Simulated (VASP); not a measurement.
NaH:

```
Na H
1.0
     0.00000    2.44000    2.44000
     2.44000    0.00000    2.44000
     2.44000    2.44000    0.00000
Na H
1 1
Direct
  0.00000 0.00000 0.00000
  0.50000 0.50000 0.50000
```

Base run:

```yaml
Program: VASP 6.6.1
Functional: HSE03
Potentials_or_basis: VASP PAW PBE potentials, release 64 (Na_pv, H)
Cutoff: 520 eV
k_mesh: 6 × 6 × 6
Occupations: gaussian, width 0.02 eV
Spin: no spin polarisation
```

Its results: band gap on the k mesh 4.57 eV, indirect (least direct gap 5.43 eV); pressure -1.0 GPa.

Q: The run is repeated on the same cell with these changes: functional from HSE03 to HSE06. What comes out?

A: Band gap on the k mesh 4.81 eV, indirect (least direct gap 5.70 eV); pressure -1.0 GPa.

Caveats: the PAW data sets were made with another functional, which shifts forces and pressure a little.

A k mesh can miss the band edges.
